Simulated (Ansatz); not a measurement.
# Ag: the cost of one run

Method: DFT PBE, scalar-relativistic, in Ansatz 0.2.0.

## 1. The system as given

The structure is cubic, space group Fm-3m (No. 225). The conventional cell has a = 4.086 Å, b = 4.086 Å, c = 4.086 Å, α = 90.00°, β = 90.00°, γ = 90.00°. Around Ag (site symmetry m-3m) lie 12 Ag at 2.89 Å.

Structure file:

```
Ag
1.0
     0.00000    2.04310    2.04310
     2.04310    0.00000    2.04310
     2.04310    2.04310    0.00000
Ag
1
Direct
  0.00000 0.00000 0.00000
```

## 2. After the deformation

Space group Fm-3m before, I4/mmm after.

## 3. LAPW, all electrons

The input, input.yaml:

```yaml
crystal:
  lattice:
    - [0.0, 2.0431, 2.002238]
    - [2.0431, 0.0, 2.002238]
    - [2.0431, 2.0431, 0.0]
  atoms:
    - { symbol: Ag, position: [0.0, 0.0, 0.0] }
kpoints:
  mp_grid: { grid: [15, 15, 15] }
  band_path:
    path:
      - [0.0, 0.0, 0.0]
      - [0.0, 0.5, 0.5]
      - [0.25, 0.75, 0.5]
      - [0.0, 0.5, 0.0]
      - [0.0, 0.0, 0.0]
      - [0.5, 0.5, 0.0]
      - [0.3801541025, 0.6198458975, 0.0]
      - [-0.3801541025, 0.3801541025, 0.0]
      - [0.0, 0.0, 0.0]
    npoints: 5
scf:
  occupations: { method: fermi_dirac, width: 0.05 }
hamiltonian:
  xc: pbe
  pseudopotentials: { kind: all_electron, lapw: { basis_error: 0.001 } }
output:
  forces: true
  stress: true
  eigenvalues: true
```

The run is started by

```sh
> ansatz run input.yaml --threads 1 --pin off --max-ram 3072MiB --backend cpu --events-out ev --progress --plain --runs-dir out
```

Q: Estimate wall time and peak memory on 1 thread of Intel Xeon Platinum 8488C (Sapphire Rapids), shared host.

About 14 s, with a peak of 0.46 GiB.
